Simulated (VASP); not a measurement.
# Al (Fm-3m) in VASP: a series of runs, part 2 of 2

VASP 6.6.1. The steps go on from the part before.

## (3) Relaxation of cell and atoms, r2SCAN

This run uses another cell than the first one, of 15.84 Å³/atom, 0.954 times its volume.

INCAR

```
SYSTEM = Al
PREC = Accurate ; ENCUT = 520
EDIFF = 1E-7 ; ISMEAR = 0
SIGMA = 0.1 ; LREAL = .FALSE.
LASPH = .TRUE. ; NELM = 100
ALGO = Normal ; ISIF = 3
LWAVE = .FALSE. ; LCHARG = .FALSE.
METAGGA = R2SCAN ; LMIXTAU = .TRUE.
IBRION = 2 ; NSW = 80
EDIFFG = -0.002
```

KPOINTS

```
regular mesh
0
G
  18 18 18
  0 0 0
```

POSCAR

```
Al                                      
1.0
   -0.0000000000      1.9935110885      1.9935110885
    1.9935110885     -0.0000000000      1.9935110885
    1.9935110885      1.9935110885     -0.0000000000
  Al            
     1
Direct
     0.0000000000000000    0.0000000000000000    1.0000000000000000
```

Potentials or basis: VASP PAW PBE potentials, release 64 (Al).

Command:

```
> cat potpaw_PBE.64/Al/POTCAR > POTCAR
> mpirun -np 1 vasp_std > vasp.out
```

OUTCAR:

```text
SYSTEM = Al
   PREC = Accurate
   ENCUT = 520
   EDIFF = 1E-7
   ISMEAR = 0
   LREAL = .FALSE.
   LASPH = .TRUE.
   NELM = 100
   ISIF = 3
   METAGGA = R2SCAN
   IBRION = 2
   NSW = 80
   EDIFFG = -0.002

 ion  position               nearest neighbor table
   1  0.000  0.000  0.000-

  LATTYP: Found a face centered cubic cell.
 ALAT       =     3.9870221770

  Lattice vectors:

 A1 = (   0.0000000000,   1.9935110885,   1.9935110885)
 A2 = (   1.9935110885,   0.0000000000,   1.9935110885)
 A3 = (   1.9935110885,   1.9935110885,   0.0000000000)

Analysis of symmetry for initial positions (statically):
=====================================================================
 Subroutine PRICEL returns:
 Original cell was already a primitive cell.

 Routine SETGRP: Setting up the symmetry group for a
 face centered cubic supercell.

 Subroutine GETGRP returns: Found 48 space group operations
 (whereof 48 operations were pure point group operations)
 out of a pool of 48 trial point group operations.

The static configuration has the point symmetry O_h .

Analysis of symmetry for dynamics (positions and initial velocities):
=====================================================================
 Subroutine PRICEL returns:
 Original cell was already a primitive cell.

 Routine SETGRP: Setting up the symmetry group for a
 face centered cubic supercell.

 Subroutine GETGRP returns: Found 48 space group operations
 (whereof 48 operations were pure point group operations)
 out of a pool of 48 trial point group operations.

The dynamic configuration has the point symmetry O_h .

 Subroutine INISYM returns: Found 48 space group operations
 (whereof 48 operations are pure point group operations),
 and found     1 'primitive' translations

[... 111 lines left out ...]
     AMIX     =   0.40;   BMIX     =  1.00
     AMIX_MAG =   1.60;   BMIX_MAG =  1.00
  volume/ion in A,a.u.               =      15.84       106.93
  Fermi-wavevector in a.u.,A,eV,Ry     =   0.940055  1.776446 12.023515  0.883703
  Thomas-Fermi vector in A             =   2.067429
   LORBIT       =      0    0 simple, 1 ext, 2 COOP (PROOUT), +10 PAW based schemes
   METAGGA = R2SCAN    functional components
   LHFCALC =     F    Hartree Fock is set to
   AEXX    =    0.0000 exact exchange contribution
   IVDW    =     0    specifies the selected vdW correction
   LEPSILON=     F    determine dielectric tensor
   LRPA    =     F    only Hartree local field effects (RPA)
 conjugate gradient relaxation of ions
 non-spin polarized calculation
 Gauss-broadening in eV      SIGMA  =   0.10
  energy-cutoff  :      520.00
  volume of cell :       15.84
 maximum number of plane-waves:       444
 NGX is ok and might be reduce to    24
   NGX = 11   NGY = 11   NGZ = 11

 number of electron       3.0000000 magnetization

 Free energy of the ion-electron system (eV)
  ---------------------------------------------------
  ext. energy  EPLUGINS =         0.00000000
  ---------------------------------------------------
  free energy    TOTEN  =        -6.73704352 eV

  energy without entropy =       -6.73452776  energy(sigma->0) =       -6.73578564

 E-fermi :   8.4488     XC(G=0): -11.0572

 val. band max:        8.4407331751   @ k =  -0.3333   0.4444   0.1111
 cond. band min:       8.4902801186   @ k =  -0.3333   0.3889   0.0556
 fundamental gap:      0.0495469435
 Fermi energy:         8.4487536707

 k-point     1 :       0.0000    0.0000    0.0000
  band No.  band energies     occupation
      1      -3.6828      2.00000
      2      21.9984      0.00000
      3      21.9984      0.00000
      4      21.9984      0.00000
      5      24.2328      0.00000
[... 177 lines left out ...]
 k-point    24 :      -0.2222    0.0556    0.0000
  band No.  band energies     occupation
      1      -1.8933      2.00000
      2      12.6217      0.00000
      3      18.6120      0.00000
      4      21.6921      0.00000
      5      23.6343      0.00000

 [... further k-points ...]

------------------------ aborting loop because EDIFF is reached ----------------------------------------

  FORCE on cell =-STRESS in cart. coord.  units (eV):
  Direction    XX          YY          ZZ          XY          YZ          ZX
  --------------------------------------------------------------------------------------
  -------------------------------------------------------------------------------------
  Total        0.0018323      0.0018323      0.0018323      0.0000000      0.0000000      0.0000000
  in kB        0.1852784      0.1852784      0.1852784      0.0000000      0.0000000      0.0000000
  external PRESSURE =       0.1852784 kB  Pullay stress =       0.0000000 kB

 VOLUME and BASIS-vectors are now :
 -----------------------------------------------------------------------------
  energy-cutoff  :      520.00
  volume of cell :       15.84
      direct lattice vectors                 reciprocal lattice vectors
     0.000000000  1.993511089  1.993511089    -0.250813754  0.250813754  0.250813754
     1.993511089  0.000000000  1.993511089     0.250813754 -0.250813754  0.250813754
     1.993511089  1.993511089  0.000000000     0.250813754  0.250813754 -0.250813754

 POSITION                                       TOTAL-FORCE (eV/Angst)
 -----------------------------------------------------------------------------------
      0.00000      0.00000      0.00000         0.000000      0.000000      0.000000
 -----------------------------------------------------------------------------------
    total drift:                               -0.000000      0.000000      0.000000

  FREE ENERGIE OF THE ION-ELECTRON SYSTEM (eV)
  ---------------------------------------------------
  free  energy   TOTEN  =        -6.7370435221 eV

  energy  without entropy=       -6.7345277552  energy(sigma->0) =       -6.73578564

 reached required accuracy - stopping structural energy minimisation
```

OSZICAR:

```text
N       E                     dE             d eps       ncg     rms          rms(c)
DAV:   1    -0.420042911970E+01   -0.42004E+01   -0.94160E+02  2015   0.348E+02
DAV:   2    -0.689024845714E+01   -0.26898E+01   -0.24699E+01  2500   0.341E+01
[... 14 lines left out ...]
DAV:  17    -0.673704038288E+01   -0.90313E-06   -0.67925E-07  2305   0.999E-03    0.444E-02
DAV:  18    -0.673704515805E+01   -0.47752E-05   -0.12660E-06  1995   0.148E-02    0.209E-03
DAV:  19    -0.673704463893E+01    0.51912E-06   -0.17994E-07  2060   0.636E-03    0.413E-03
DAV:  20    -0.673704390176E+01    0.73717E-06   -0.10503E-07  2090   0.420E-03    0.198E-03
DAV:  21    -0.673704344622E+01    0.45554E-06   -0.25088E-08  1060   0.237E-03    0.173E-04
DAV:  22    -0.673704352211E+01   -0.75898E-07   -0.32198E-09  1050   0.538E-04
   1 F= -.67370435E+01 E0= -.67357856E+01  d E =-.673704E+01
```

It took 71 s on 1 thread of AMD EPYC 9R45 (Zen 5), shared host; peak memory 0.11 GiB.

Results:

| Quantity | Value |
| --- | --- |
| Free energy | -6.7370 eV |
| Pressure after relaxing | 0.0 GPa |
| Band gap on the k mesh | none (metal or under the smearing width) |

Final structure:
```xyz
1
Lattice="0.0000 1.9935 1.9935 1.9935 0.0000 1.9935 1.9935 1.9935 0.0000" Properties=species:S:1:pos:R:3 pbc="T T T"
Al    0.0000    0.0000    0.0000
```

Levels at points of the mesh, in eV from the Fermi level:
| k point | band 1 | band 2 | band 3 | band 4 |
| --- | --- | --- | --- | --- |
| (0.00, 0.00, 0.00) | -12.13 | 13.55 | 13.55 | 13.55 |
| (0.50, 0.00, 0.00) | -5.17 | -4.59 | 12.27 | 12.27 |
| (0.50, 0.50, 0.00) | -3.26 | -1.67 | 5.47 | 6.20 |

Caveat: the relaxation stopped at its first step, so nothing moved; the PAW data sets were made with another functional, which shifts forces and pressure a little.
